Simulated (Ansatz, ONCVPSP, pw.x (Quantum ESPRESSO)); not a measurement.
# pw.x on fcc P: one setting changed

Potential: optimised norm-conserving Vanderbilt (ONCV), ONCVPSP 4.0.1.1 (patched build), PBE; core [Ne], reference 3s2 3p3; waves: 3s: rc 1.75 bohr, ncon 4, nbas 7, qcut 5.3 1/bohr, 1 projector; 3p: rc 1.40 bohr, ncon 4, nbas 9, qcut 5.7 1/bohr, 1 projector; d scattering state at 0.03 Ha: rc 1.50 bohr, ncon 5, nbas 9, qcut 8.7 1/bohr, 2 projectors, debl 3.6 Ha; local part: polynomial inside 1.40 bohr (lpopt 1, dvloc0 0 Ha); core correction: Teter function, fcfact 2.5, rcfact 1.6.

The reference run (k-mesh 14³, cutoffs 65/260 Ry, Fermi–Dirac 0.01 Ry, mixing_beta 0.4, conv_thr 1e-9, no spin) gives -1.79 GPa at 14.767 Å³/atom, where all-electron LAPW gives -1.13 GPa. This run, with its own iteration cap, changes degauss to 0.005.

```
&control
  calculation='scf', prefix='x', pseudo_dir='./', outdir='./tmp', tstress=.true., disk_io='none'
/
&system
  ibrav=0, nat=1, ntyp=1, ecutwfc=65, ecutrho=260, nbnd=9,
  occupations='smearing', smearing='fd', degauss=0.005
/
&electrons
  conv_thr=1e-09, mixing_beta=0.4, electron_maxstep=50
/
ATOMIC_SPECIES
P 1.0 P.UPF
CELL_PARAMETERS angstrom
  0.00000000 1.94724573 1.94724573
  1.94724573 0.00000000 1.94724573
  1.94724573 1.94724573 0.00000000
ATOMIC_POSITIONS crystal
P 0.0000 0.0000 0.0000
K_POINTS automatic
14 14 14 0 0 0
```

```bash
pw.x < P.scf.in > P.scf.out
```

How does the run end?

It converges in 6 iterations; the free energy moves by +16.4 meV/atom and the pressure by -0.02 GPa. In a metal, with Fermi–Dirac smearing, F lies below its zero-width value by a term in the square of the width.

```
Message from routine setup:
     using ibrav=0 with symmetry is DISCOURAGED, use correct ibrav instead
     lattice parameter (alat)  =       5.2040  a.u.
     unit-cell volume          =      99.6527 (a.u.)^3
     number of electrons       =         5.00
     number of Kohn-Sham states=            9
     kinetic-energy cutoff     =      65.0000  Ry
     charge density cutoff     =     260.0000  Ry
     scf convergence threshold =      1.0E-09
     Exchange-correlation= PBE
     number of k points=   104  Fermi-Dirac smearing, width (Ry)=  0.0050
     iteration #  1     ecut=    65.00 Ry     beta= 0.40
     total energy              =     -13.97710505 Ry
     estimated scf accuracy    <       0.00205401 Ry
     iteration #  2     ecut=    65.00 Ry     beta= 0.40
     total energy              =     -13.97694857 Ry
     estimated scf accuracy    <       0.00053701 Ry
     iteration #  3     ecut=    65.00 Ry     beta= 0.40
     total energy              =     -13.97699661 Ry
     estimated scf accuracy    <       0.00000441 Ry
     iteration #  4     ecut=    65.00 Ry     beta= 0.40
     total energy              =     -13.97699772 Ry
     estimated scf accuracy    <          9.6E-09 Ry
     iteration #  5     ecut=    65.00 Ry     beta= 0.40
     total energy              =     -13.97699773 Ry
     estimated scf accuracy    <          1.1E-09 Ry
     iteration #  6     ecut=    65.00 Ry     beta= 0.40
     the Fermi energy is    10.9245 ev
!    total energy              =     -13.97699773 Ry
     estimated scf accuracy    <          2.2E-10 Ry
     smearing contrib. (-TS)   =      -0.00097189 Ry
     The total energy is F=E-TS. E is the sum of the following terms:
     one-electron contribution =       5.75694463 Ry
     hartree contribution      =       0.22824962 Ry
     xc contribution           =      -4.38662872 Ry
     ewald contribution        =     -15.57459138 Ry
     convergence has been achieved in   6 iterations
          total   stress  (Ry/bohr**3)                   (kbar)     P=      -18.15
     Message from routine punch:
     Nothing written, as per user request (disk_io='none')
```

The run took about 11 s on one core of a shared host (Neoverse-V1, 32 threads, 247 GiB, load 13).
